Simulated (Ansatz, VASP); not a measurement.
## NaCl in VASP and in Ansatz

```
Na Cl
1.0
     0.00000    2.79067    2.79067
     2.79067    0.00000    2.79067
     2.79067    2.79067    0.00000
Na Cl
1 1
Direct
  0.00000 0.00000 0.00000
  0.50000 0.50000 0.50000
```

Alike in both runs: functional PBE; dispersion D3(BJ); k mesh 8 × 8 × 8; occupations gaussian, width 0.02 eV; no spin polarisation.

Ansatz relaxed the structure, and its values are those at the end. VASP's run is a single point on that final structure, the one shown.

```csv
,VASP,Ansatz
version,VASP 6.6.1,Ansatz 0.2.0
potentials or method,"VASP PAW PBE potentials, release 64 (Na_pv, Cl)","scalar-relativistic, plane waves, PAW"
plane-wave cutoff (eV),520,420
valence electrons in the cell,14,16
```

Ansatz gave:

```
gap on the k mesh at the Fermi level (eV) : 5.23
least direct gap on the mesh (eV)         : 5.23
pressure (GPa)                            : 0.0
```

Q: What did VASP give for the same quantities?

A: gap on the k mesh at the Fermi level (eV): 5.23; least direct gap on the mesh (eV): 5.23; pressure (GPa): -0.1.

The two sets of potentials don't hold the same shells in valence.

PBE gaps usually lie below the measured ones, often by a third to a half.
